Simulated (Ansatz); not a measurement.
# HfH3 (Pm-3m): equation of state with a fit from a Python script

Where is the equilibrium volume of HfH3 (Pm-3m), and how stiff is it? A script is to give an equation of state with a fit; the system is HfH3 (Pm-3m).

All numbers are computed with Ansatz 0.2.0 through its Python package. Level of theory: DFT PBEsol, plane waves, PAW.

**1. The system**

Symmetry: Pm-3m, No. 221, cubic system. Conventional cell: a = 3.085 Å, b = 3.085 Å, c = 3.085 Å, α = 90.00°, β = 90.00°, γ = 90.00°. Around Hf (site symmetry m-3m) lie 12 H at 2.18 Å. H (site symmetry 4/mmm) has 4 Hf at 2.18 Å and 8 H at 2.18 Å as nearest neighbours.

The script holds or builds the structure itself.

**2. The code**

eos.py reads:

```python
'''Energy against volume for HfH3, with a fit.'''

import warnings

import ansatz as az
import numpy as np
from scipy.optimize import curve_fit

VECTORS = np.array([
    [3.08455, 0.0, 0.0],
    [0.0, 3.08455, 0.0],
    [0.0, 0.0, 3.08455],
])
SITES = [
    ('Hf', (0.0, 0.0, 0.0)),
    ('H', (0.0, 0.5, 0.5)),
    ('H', (0.5, 0.0, 0.5)),
    ('H', (0.5, 0.5, 0.0)),
]


def on_lattice(cell):
    crystal = az.Crystal(lattice=az.Lattice.of(cell))
    for symbol, position in SITES:
        crystal = crystal.atom(symbol, position)
    return crystal

def vinet(v, e0, v0, b0, b1):
    eta = (v / v0) ** (1 / 3)
    return e0 + 2 * b0 * v0 / (b1 - 1) ** 2 * (2 - (5 + 3 * b1 * (eta - 1) - 3 * eta) * np.exp(-1.5 * (b1 - 1) * (eta - 1)))


def main() -> None:
    warnings.simplefilter('ignore', az.DeckWarning)

    # scale the volume, keep shape and fractions
    volumes, energies, pressures = [], [], []
    for scale in np.linspace(0.95, 1.07, 5):
        cell = VECTORS * scale ** (1 / 3)
        calculation = (
            on_lattice(cell).calculation()
            .functional('PBEsol')
            .occupations('Fermi-Dirac', width=0.05)
            .basis(500)
            .kpoints(8, 8, 8)
            .stress()
        )
        report = calculation.run().report
        volumes.append(abs(np.linalg.det(cell)) / len(SITES))
        energies.append(report['free_energy_ev'] / len(SITES))
        pressures.append(np.trace(report['stress_gpa']) / 3)
        print(f'V = {volumes[-1]:8.4f} A^3/atom  F = {energies[-1]:.5f} eV/atom  P = {pressures[-1]:8.3f} GPa')

    guess = (min(energies), volumes[int(np.argmin(energies))], 0.5, 4.5)
    (e0, v0, b0, b1), _ = curve_fit(vinet, np.array(volumes), np.array(energies), p0=guess, maxfev=20000)
    print(f'Vinet fit: V0 = {v0:.4f} A^3/atom, B0 = {160.21766 * b0:.1f} GPa, B1 = {b1:.2f}')
    print('largest residual', round(1000 * float(np.abs(vinet(np.array(volumes), e0, v0, b0, b1) - energies).max()), 3), 'meV/atom')


if __name__ == '__main__':
    main()
```

**3. What the engine is handed**

The package turns the script's settings into the engine's input (first run):

```yaml
crystal:
  lattice:
    - [3.032259389728837, 0.0, 0.0]
    - [0.0, 3.032259389728837, 0.0]
    - [0.0, 0.0, 3.032259389728837]
  atoms:
    - { symbol: Hf, position: [0.0, 0.0, 0.0] }
    - { symbol: H, position: [0.0, 0.5, 0.5] }
    - { symbol: H, position: [0.5, 0.0, 0.5] }
    - { symbol: H, position: [0.5, 0.5, 0.0] }
basis:
  ecutwfc: 500.0
kpoints:
  mp_grid:
    grid: [8, 8, 8]
hamiltonian:
  xc: pbesol
scf:
  occupations:
    method: fermi_dirac
    width: 0.05
output:
  stress: true
```

**4. Running it**

The run is started by

```console
$ python eos.py
```

Standard output:

```text
V =   6.9701 A^3/atom  F = -3911.54369 eV/atom  P =    3.228 GPa
V =   7.1902 A^3/atom  F = -3911.54484 eV/atom  P =   -1.448 GPa
V =   7.4103 A^3/atom  F = -3911.54001 eV/atom  P =   -5.488 GPa
V =   7.6304 A^3/atom  F = -3911.53001 eV/atom  P =   -8.971 GPa
V =   7.8505 A^3/atom  F = -3911.51558 eV/atom  P =  -11.971 GPa
Vinet fit: V0 = 7.1185 A^3/atom, B0 = 147.5 GPa, B1 = 3.78
largest residual 0.002 meV/atom
```

Wall time 7.7 s (1 thread of Arm Neoverse V1, shared host); peak memory 0.42 GiB.

**5. Inputs of later runs**

The engine's inputs for some of the other runs:

Run 2, against run 1:

```diff
@@ -3,3 +3,3 @@
-    - [3.032259389728837, 0.0, 0.0]
-    - [0.0, 3.032259389728837, 0.0]
-    - [0.0, 0.0, 3.032259389728837]
+    - [3.063847698375273, 0.0, 0.0]
+    - [0.0, 3.063847698375273, 0.0]
+    - [0.0, 0.0, 3.063847698375273]
```

Run 3, against run 1:

```diff
@@ -3,3 +3,3 @@
-    - [3.032259389728837, 0.0, 0.0]
-    - [0.0, 3.032259389728837, 0.0]
-    - [0.0, 0.0, 3.032259389728837]
+    - [3.0947977496997514, 0.0, 0.0]
+    - [0.0, 3.0947977496997514, 0.0]
+    - [0.0, 0.0, 3.0947977496997514]
```

Run 4, against run 1:

```diff
@@ -3,3 +3,3 @@
-    - [3.032259389728837, 0.0, 0.0]
-    - [0.0, 3.032259389728837, 0.0]
-    - [0.0, 0.0, 3.032259389728837]
+    - [3.1251408390535276, 0.0, 0.0]
+    - [0.0, 3.1251408390535276, 0.0]
+    - [0.0, 0.0, 3.1251408390535276]
```

Lines on the test bed's own set-up are left out of the output.

**6. The runs side by side**

From the records of these 5 runs:

```
run  volume (Å³/atom)  energy from run 2 (meV/atom)  pressure (GPa)  SCF cycles  CPU time (s)
  1             6.970                          1.14            3.23           6           1.3
  2             7.190                          0.00           -1.45           6           1.2
  3             7.410                          4.83           -5.49           6           1.2
  4             7.630                         14.83           -8.97           6           1.2
  5             7.851                         29.26          -11.97           6           1.3
```

Energies are free energies F = E - TS of the smeared occupations. 

**7. Summary of results**

| quantity | value |
| --- | --- |
| runs compared | 5 |
| range of energy | 29.26 meV/atom |
| lowest point, volume (Å³/atom) | 7.190 |
| equilibrium volume (fit) | 7.12 Å³/atom |
| bulk modulus (fit) | 148 GPa |

What this shows: A third-order Birch-Murnaghan fit through the 5 points (the script's own form differs a little) has its minimum at 7.12 Å³ an atom, 3.0 % below the typed cell, with a bulk modulus of 148 GPa and dB/dP = 3.8. From that minimum the energy rises by 1.5 meV an atom on the compressed side and 29.6 meV on the expanded side. The window is off centre, so dB/dP is rough. The run is spin-unpolarised. For a metal this k-point mesh is coarse: on a finer one energies can move by several to tens of meV an atom and pressures by half a GPa or more, differences at one mesh by less. Pressure is positive in compression. Spin-orbit coupling, which matters for elements this heavy, is left out. The structure comes from a database of computed cells and needn't be a stable or known phase.
